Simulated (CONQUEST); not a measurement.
Crystal: PbSe (Clausthalite).

```
Pb Se
1.0
     4.32841    0.00000    0.00000
     0.00000    4.32841    0.00000
     0.00000    0.00000    6.12130
Pb Se
2 2
Cartesian
  0.0000 0.0000 0.0000
  2.1642 2.1642 3.0606
  0.0000 0.0000 3.0606
  2.1642 2.1642 0.0000
```

Base run:

* Program: CONQUEST 1.3
* Functional: PBE
* Potentials or basis: PseudoDojo NC PBE, DZP, grid cutoff 120 Ha
* k mesh: 6 × 6 × 5
* Occupations: fermi-dirac, width 0.05 eV
* Spin: no spin polarisation

Its results: pressure 2.9 GPa.

Problem. The run is repeated on the same cell with these changes: potentials or basis from PseudoDojo NC PBE, DZP, grid cutoff 120 Ha to PseudoDojo NC PBE, DZ, grid cutoff 120 Ha. What comes out?

Solution. Pressure 4.2 GPa.

Caveats: the basis of atomic orbitals isn't converged, which shifts pressures, moduli and gaps; the real-space grid breaks the cell's symmetry a little; the box holds several primitive cells, so bands are folded and the points are those of the box's own zone (some runs); the atomic basis is small (some runs).
